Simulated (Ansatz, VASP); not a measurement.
## Two plane-wave programs on Co

```
Co
1.0
     2.48616    0.00000    0.00000
    -1.24308    2.15308    0.00000
     0.00000    0.00000    4.01979
Co
2
Cartesian
  0.0000 1.4354 1.0049
  1.2431 0.7177 3.0148
```

Alike in both runs: task single point; functional PBEsol; k mesh 24 × 24 × 13; occupations fermi-dirac, width 0.05 eV; collinear spin.

|  | VASP | Ansatz |
| --- | --- | --- |
| version | VASP 6.6.1 | Ansatz 0.2.0 |
| potentials or method | VASP PAW PBE potentials, release 64 (Co) | plane waves (420 eV) with PAW, scalar-relativistic |
| plane-wave cutoff (eV) | 520 | 420 |
| valence electrons in the cell | 18 | 34 |

```csv
,VASP,Ansatz,Ansatz less VASP
pressure (GPa),-8.9,-8.2,+0.70
largest component of the traceless stress (GPa),0.26,0.16,-0.098
net moment per atom (μB),1.60,1.60,+0.007
size of the moment on the site where the two differ most (μB),1.61,1.67,+0.061
```

Site moments also hang on the region over which each program counts them. With one functional, cell and mesh, what is left measures potentials, basis and numerics. The two sets of potentials don't hold the same shells in valence. Ansatz warned: «pseudo_functional_mismatch».

Caveats: the PAW data sets were made with another functional, which shifts forces and pressure a little (VASP).
